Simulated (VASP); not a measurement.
# InP in VASP: further runs, part 2 of 2

VASP 6.6.1.

## 5. Single point, PBEsol (z stretched by +0.5 %, x and y held)

File INCAR:

```
SYSTEM = InP
  PREC = Accurate
  ENCUT = 500
  EDIFF = 1E-6
  ISMEAR = 0
  SIGMA = 0.01
  LREAL = .FALSE.
  LASPH = .TRUE.
  NELM = 120
  ALGO = Normal
  ISIF = 2
  LWAVE = .FALSE.
  LCHARG = .TRUE.
  GGA = PS
  LELF = .TRUE.
  LVHAR = .TRUE.
  NBANDS = 16
  GGA_COMPAT = .FALSE.
```

File KPOINTS:

```
regular mesh
0
G
  6 6 6
  0 0 0
```

File POSCAR:

```
InP
1.0
    0.0000000000      2.9392392491      2.9539354454
    2.9392392491      0.0000000000      2.9539354454
    2.9392392491      2.9392392491      0.0000000000
In P
1 1
Direct
    0.0000000000      0.0000000000      0.0000000000
    0.7500000000      0.7500000000      0.7500000000
```

Potentials or basis: VASP PAW PBE potentials, release 64 (In_d, P).

On the command line:

```console
$ cat potpaw_PBE.64/In_d/POTCAR potpaw_PBE.64/P/POTCAR > POTCAR
$ mpirun -np 1 vasp_std > vasp.out
```

OUTCAR:

```text
SYSTEM = InP
   PREC = Accurate
   ENCUT = 500
   EDIFF = 1E-6
   ISMEAR = 0
   LREAL = .FALSE.
   LASPH = .TRUE.
   NELM = 120
   ISIF = 2
   GGA = PS

 ion  position               nearest neighbor table
   1  0.000  0.000  0.000-   2 2.55   2 2.55   2 2.55   2 2.55
   2  0.750  0.750  0.750-   1 2.55   1 2.55   1 2.55   1 2.55

  LATTYP: Found a body centered tetragonal cell.
 ALAT       =     4.1567120091
 C/A-ratio  =     1.4212846302

  Lattice vectors:

 A1 = (  -2.9392392491,   0.0000000000,   2.9539354454)
 A2 = (   2.9392392491,   0.0000000000,   2.9539354454)
 A3 = (   0.0000000000,   2.9392392491,  -2.9539354454)

Analysis of symmetry for initial positions (statically):
=====================================================================
 Subroutine PRICEL returns:
 Original cell was already a primitive cell.

 Routine SETGRP: Setting up the symmetry group for a
 body centered tetragonal supercell.

 Subroutine GETGRP returns: Found  8 space group operations
 (whereof  8 operations were pure point group operations)
 out of a pool of 16 trial point group operations.

The static configuration has the point symmetry D_2d.

Analysis of symmetry for dynamics (positions and initial velocities):
=====================================================================
 Subroutine PRICEL returns:
 Original cell was already a primitive cell.

 Routine SETGRP: Setting up the symmetry group for a
 body centered tetragonal supercell.

 Subroutine GETGRP returns: Found  8 space group operations
 (whereof  8 operations were pure point group operations)
 out of a pool of 16 trial point group operations.

The dynamic configuration has the point symmetry D_2d.

 Subroutine INISYM returns: Found  8 space group operations
 (whereof  8 operations are pure point group operations),
 and found     1 'primitive' translations

----------------------------------------------------------------------------------------

                                     Primitive cell

  volume of cell :      51.0388

[... 109 lines left out ...]
  volume/ion in A,a.u.               =      25.52       172.21
  Fermi-wavevector in a.u.,A,eV,Ry     =   1.156641  2.185735 18.202135  1.337819
  Thomas-Fermi vector in A             =   2.293260
   LORBIT       =      0    0 simple, 1 ext, 2 COOP (PROOUT), +10 PAW based schemes
   GGA     = PS    functional components
   LHFCALC =     F    Hartree Fock is set to
   AEXX    =    0.0000 exact exchange contribution
   IVDW    =     0    specifies the selected vdW correction
   LEPSILON=     F    determine dielectric tensor
   LRPA    =     F    only Hartree local field effects (RPA)
 non-spin polarized calculation
 Gauss-broadening in eV      SIGMA  =   0.01
  energy-cutoff  :      500.00
  volume of cell :       51.04
 maximum number of plane-waves:      1311
   NGX = 15   NGY = 15   NGZ = 15

 number of electron      18.0000002 magnetization

 Free energy of the ion-electron system (eV)
  ---------------------------------------------------
  ext. energy  EPLUGINS =         0.00000000
  ---------------------------------------------------
  free energy    TOTEN  =        -9.14263940 eV

  energy without entropy =       -9.14263940  energy(sigma->0) =       -9.14263940

 E-fermi :   5.0707     XC(G=0):  -9.4155

 val. band max:        4.9551437303   @ k =   0.0000   0.0000   0.0000
 cond. band min:       5.4845455118   @ k =   0.0000   0.0000   0.0000
 fundamental gap:      0.5294017814
 Fermi energy:         5.0707001590

 k-point     1 :       0.0000    0.0000    0.0000
  band No.  band energies     occupation
      1      -9.1835      2.00000
      2      -9.1814      2.00000
      3      -9.1814      2.00000
      4      -9.0350      2.00000
      5      -9.0345      2.00000
      6      -6.5065      2.00000
[... 433 lines left out ...]
      3      -9.0947      2.00000
      4      -9.0693      2.00000
      5      -9.0081      2.00000
      6      -4.3686      2.00000
[... 8 lines left out ...]
     15      15.7514      0.00000
     16      16.8447      0.00000

 [... further k-points ...]

------------------------ aborting loop because EDIFF is reached ----------------------------------------

  FORCE on cell =-STRESS in cart. coord.  units (eV):
  Direction    XX          YY          ZZ          XY          YZ          ZX
  --------------------------------------------------------------------------------------
  -------------------------------------------------------------------------------------
  Total       -0.0910659     -0.0910659     -0.1589117      0.0000000      0.0000000      0.0000000
  in kB       -2.8586803     -2.8586803     -4.9884499      0.0000000      0.0000000      0.0000000
  external PRESSURE =      -3.5686035 kB  Pullay stress =       0.0000000 kB

 VOLUME and BASIS-vectors are now :
 -----------------------------------------------------------------------------
  energy-cutoff  :      500.00
  volume of cell :       51.04
      direct lattice vectors                 reciprocal lattice vectors
     0.000000000  2.939239249  2.953935445    -0.170112045  0.170112045  0.169265717
     2.939239249  0.000000000  2.953935445     0.170112045 -0.170112045  0.169265717
     2.939239249  2.939239249  0.000000000     0.170112045  0.170112045 -0.169265717

 POSITION                                       TOTAL-FORCE (eV/Angst)
 -----------------------------------------------------------------------------------
      0.00000      0.00000      0.00000         0.000000      0.000000      0.000000
      4.40886      4.40886      4.43090        -0.000000     -0.000000     -0.000000
 -----------------------------------------------------------------------------------
    total drift:                               -0.000000     -0.000000      0.000000

  FREE ENERGIE OF THE ION-ELECTRON SYSTEM (eV)
  ---------------------------------------------------
  free  energy   TOTEN  =        -9.1426394021 eV

  energy  without entropy=       -9.1426394021  energy(sigma->0) =       -9.14263940
```

OSZICAR:

```text
N       E                     dE             d eps       ncg     rms          rms(c)
DAV:   1     0.109981580275E+03    0.10998E+03   -0.83513E+03   976   0.124E+03
DAV:   2    -0.228016744000E+01   -0.11226E+03   -0.10762E+03  1064   0.294E+02
DAV:   3    -0.935460137344E+01   -0.70744E+01   -0.70411E+01  1280   0.734E+01
DAV:   4    -0.953853556334E+01   -0.18393E+00   -0.18389E+00  1248   0.128E+01
DAV:   5    -0.954688049657E+01   -0.83449E-02   -0.83448E-02  1400   0.233E+00    0.536E+00
DAV:   6    -0.917900240371E+01    0.36788E+00   -0.57005E-01  1576   0.132E+01    0.312E+00
DAV:   7    -0.914491240378E+01    0.34090E-01   -0.13444E-01  1328   0.327E+00    0.110E+00
DAV:   8    -0.914231777813E+01    0.25946E-02   -0.14259E-02  1248   0.136E+00    0.295E-01
DAV:   9    -0.914254428359E+01   -0.22651E-03   -0.11212E-03  1256   0.361E-01    0.138E-01
DAV:  10    -0.914261145361E+01   -0.67170E-04   -0.16881E-04  1488   0.160E-01    0.889E-02
DAV:  11    -0.914264037308E+01   -0.28919E-04   -0.45248E-05  1064   0.774E-02    0.319E-02
DAV:  12    -0.914263940213E+01    0.97095E-06   -0.48048E-06  1168   0.210E-02
   1 F= -.91426394E+01 E0= -.91426394E+01  d E =-.531258E-62
```

stdout:

```text
POSCAR found type information on POSCAR InP
 POSCAR found :  2 types and       2 ions
 scaLAPACK will be used
 -----------------------------------------------------------------------------
|                                                                             |
|                                                                             |
|     You enforced a specific xc type in the INCAR file but a different       |
|     I HOPE YOU KNOW WHAT YOU ARE DOING!                                     |
|                                                                             |
 -----------------------------------------------------------------------------

 LDA part: xc-table for (Slater+PW92), standard interpolation
 POSCAR, INCAR and KPOINTS ok, starting setup
 FFT: planning ... GRIDC
 FFT: planning ... GRID_SOFT
 FFT: planning ... GRID
 WAVECAR not read
 entering main loop
```

Run time: 9.6 s. Hardware: 1 thread of Intel Xeon 6975P-C (Granite Rapids), shared host; peak memory 0.17 GiB.

What came out:

```yaml
Free_energy: -9.1426 eV
Pressure: -0.4 GPa
Band_gap_on_the_k_mesh: 0.53 eV
```

Caveat: the cell differs from its parent crystal (z stretched by +0.5 %, x and y held); the PAW data sets were made with another functional, which shifts forces and pressure a little; spin-orbit coupling is left out, which moves the levels of the heavy elements.

## 6. Single point, PBEsol (z stretched by -0.5 %, x and y held)

File INCAR:

```
PREC     = Accurate       # precision mode
ENCUT    = 500            # plane-wave cutoff, eV
EDIFF    = 1E-6           # SCF threshold, eV
ISMEAR   = 0              # smearing method
SIGMA    = 0.01           # smearing width, eV
LREAL    = False          # projectors in reciprocal space
LASPH    = True           # aspherical terms in the spheres
NELM     = 120            # most SCF steps
ALGO     = Normal         # electronic algorithm
ISIF     = 2              # what is computed and relaxed
LWAVE    = False          # write WAVECAR
LCHARG   = False          # write CHGCAR
GGA      = PS             # functional
NBANDS   = 16             # bands
GGA_COMPAT= False
```

File KPOINTS:

```
Automatic mesh
0
Gamma
  6 6 6
```

File POSCAR:

```
InP
1.0
    0.0000000000      2.9392392491      2.9245430529
    2.9392392491      0.0000000000      2.9245430529
    2.9392392491      2.9392392491      0.0000000000
In P
1 1
Direct
    0.0000000000      0.0000000000      0.0000000000
    0.7500000000      0.7500000000      0.7500000000
```

Potentials or basis: VASP PAW PBE potentials, release 64 (In_d, P).

On the command line:

```console
$ cat potpaw_PBE.64/In_d/POTCAR potpaw_PBE.64/P/POTCAR > POTCAR
$ mpirun -np 1 vasp_std > vasp.out
```

OUTCAR:

```text
PREC = Accurate
   ENCUT = 500
   EDIFF = 1E-6
   ISMEAR = 0
   LREAL = False
   LASPH = True
   NELM = 120
   ISIF = 2
   GGA = PS

 ion  position               nearest neighbor table
   1  0.000  0.000  0.000-   2 2.54   2 2.54   2 2.54   2 2.54
   2  0.750  0.750  0.750-   1 2.54   1 2.54   1 2.54   1 2.54

  LATTYP: Found a body centered tetragonal cell.
 ALAT       =     4.1567120091
 C/A-ratio  =     1.4071424946

  Lattice vectors:

 A1 = (   0.0000000000,  -2.9392392491,  -2.9245430529)
[... 641 lines left out ...]

------------------------ aborting loop because EDIFF is reached ----------------------------------------

  FORCE on cell =-STRESS in cart. coord.  units (eV):
  Direction    XX          YY          ZZ          XY          YZ          ZX
  --------------------------------------------------------------------------------------
  -------------------------------------------------------------------------------------
  Total        0.0764559      0.0764559      0.1424678      0.0000000      0.0000000      0.0000000
  in kB        2.4241728      2.4241728      4.5172001      0.0000000      0.0000000      0.0000000
  external PRESSURE =       3.1218486 kB  Pullay stress =       0.0000000 kB

 VOLUME and BASIS-vectors are now :
 -----------------------------------------------------------------------------
  energy-cutoff  :      500.00
  volume of cell :       50.53
      direct lattice vectors                 reciprocal lattice vectors
     0.000000000  2.939239249  2.924543053    -0.170112045  0.170112045  0.170966880
     2.939239249  0.000000000  2.924543053     0.170112045 -0.170112045  0.170966880
     2.939239249  2.939239249  0.000000000     0.170112045  0.170112045 -0.170966880

 POSITION                                       TOTAL-FORCE (eV/Angst)
 -----------------------------------------------------------------------------------
      0.00000      0.00000      0.00000        -0.000000     -0.000000     -0.000000
      4.40886      4.40886      4.38681         0.000000      0.000000      0.000000
 -----------------------------------------------------------------------------------
    total drift:                               -0.000000     -0.000000     -0.000000

  FREE ENERGIE OF THE ION-ELECTRON SYSTEM (eV)
  ---------------------------------------------------
  free  energy   TOTEN  =        -9.1425554673 eV

  energy  without entropy=       -9.1425554673  energy(sigma->0) =       -9.14255547
```

OSZICAR:

```text
N       E                     dE             d eps       ncg     rms          rms(c)
DAV:   1     0.108361137108E+03    0.10836E+03   -0.83185E+03   968   0.124E+03
DAV:   2    -0.228891997425E+01   -0.11065E+03   -0.10558E+03  1056   0.286E+02
DAV:   3    -0.936860414877E+01   -0.70797E+01   -0.70470E+01  1216   0.730E+01
DAV:   4    -0.954428242843E+01   -0.17568E+00   -0.17563E+00  1272   0.125E+01
DAV:   5    -0.955166648467E+01   -0.73841E-02   -0.73839E-02  1424   0.213E+00    0.545E+00
DAV:   6    -0.918004685892E+01    0.37162E+00   -0.57277E-01  1552   0.134E+01    0.319E+00
DAV:   7    -0.914486724550E+01    0.35180E-01   -0.13643E-01  1352   0.333E+00    0.111E+00
DAV:   8    -0.914224149679E+01    0.26257E-02   -0.14563E-02  1248   0.139E+00    0.314E-01
DAV:   9    -0.914246265015E+01   -0.22115E-03   -0.11385E-03  1256   0.362E-01    0.148E-01
DAV:  10    -0.914252824246E+01   -0.65592E-04   -0.16721E-04  1448   0.162E-01    0.944E-02
DAV:  11    -0.914255643808E+01   -0.28196E-04   -0.47828E-05  1112   0.799E-02    0.381E-02
DAV:  12    -0.914255546732E+01    0.97076E-06   -0.51934E-06  1160   0.216E-02
   1 F= -.91425555E+01 E0= -.91425555E+01  d E =-.140612E-67
```

stdout:

```text
POSCAR found type information on POSCAR InP
 POSCAR found :  2 types and       2 ions
 scaLAPACK will be used
 -----------------------------------------------------------------------------
|                                                                             |
|                                                                             |
|     You enforced a specific xc type in the INCAR file but a different       |
|     I HOPE YOU KNOW WHAT YOU ARE DOING!                                     |
|                                                                             |
 -----------------------------------------------------------------------------

 LDA part: xc-table for (Slater+PW92), standard interpolation
 POSCAR, INCAR and KPOINTS ok, starting setup
 FFT: planning ... GRIDC
 FFT: planning ... GRID_SOFT
 FFT: planning ... GRID
 WAVECAR not read
 entering main loop
```

Run time: 9.4 s. Hardware: 1 thread of Intel Xeon 6975P-C (Granite Rapids), shared host; peak memory 0.17 GiB.

What came out:

* Free energy: -9.1426 eV
* Pressure: 0.3 GPa
* Band gap on the k mesh: 0.58 eV

Stress tensor (GPa, compression positive):
```
0.24 0.00 0.00
0.00 0.24 0.00
0.00 0.00 0.45
```

Levels at points of the mesh, in eV from the valence-band top:
| k point | band 6 | band 7 | band 8 | band 9 | band 10 | band 11 | band 12 | band 13 |
| --- | --- | --- | --- | --- | --- | --- | --- | --- |
| (0.00, 0.00, 0.00) | -11.54 | -0.02 | -0.02 | 0.00 | 0.58 | 3.99 | 4.00 | 4.00 |
| (0.50, 0.00, 0.00) | -9.80 | -5.80 | -1.01 | -0.98 | 1.37 | 4.70 | 4.73 | 6.92 |
| (0.50, 0.50, 0.00) | -9.13 | -5.80 | -2.38 | -2.38 | 1.60 | 2.12 | 9.09 | 9.48 |
| (0.50, 0.00, 0.50) | -9.15 | -5.83 | -2.35 | -2.35 | 1.63 | 2.16 | 9.04 | 9.47 |

Caveat: the cell differs from its parent crystal (z stretched by -0.5 %, x and y held); the PAW data sets were made with another functional, which shifts forces and pressure a little; spin-orbit coupling is left out, which moves the levels of the heavy elements.

## 7. Overview

```tsv
cell	gap on the mesh (eV)	pressure (GPa)
a = 4.177 Å, angles 60.0°, 2 atoms	0.48	-1.0
a = 4.146, b = 4.146, c = 4.157 Å, angles 59.9, 59.9, 60.2°, 2 atoms	0.58	0.3
a = 4.167, b = 4.167, c = 4.157 Å, angles 60.1, 60.1, 59.8°, 2 atoms	0.53	-0.4
```

Alike in all rows: task single point; level PBEsol; potentials or basis VASP PAW PBE potentials, release 64 (In_d, P); no spin polarisation; k mesh 6 × 6 × 6; cutoff (eV) 500; smearing gaussian 0.01 eV.

Caveats: the PAW data sets were made with another functional, which shifts forces and pressure a little; spin-orbit coupling is left out, which moves the levels of the heavy elements.

Total energies depend on the potentials used, so only differences within one code and one set of settings carry meaning.

## 8. Against experiment

Step 2. Against the measured gap of InP, 1.4236 eV (direct; 1.6 K; a printed reference work, data compilation), the calculated 0.48 eV is off by -0.94 eV. Spin-orbit coupling on In is left out. The value is that of PBEsol, without temperature or zero-point motion. Semilocal functionals fall short of measured gaps as a rule.

Step 3. Measured gap of InP: 1.4236 eV (direct; 1.6 K; a printed reference work, data compilation). This calculation gives 0.48 eV (-0.94 eV). Spin-orbit coupling on In is left out. The value is that of PBEsol, without temperature or zero-point motion. Semilocal functionals fall short of measured gaps as a rule.
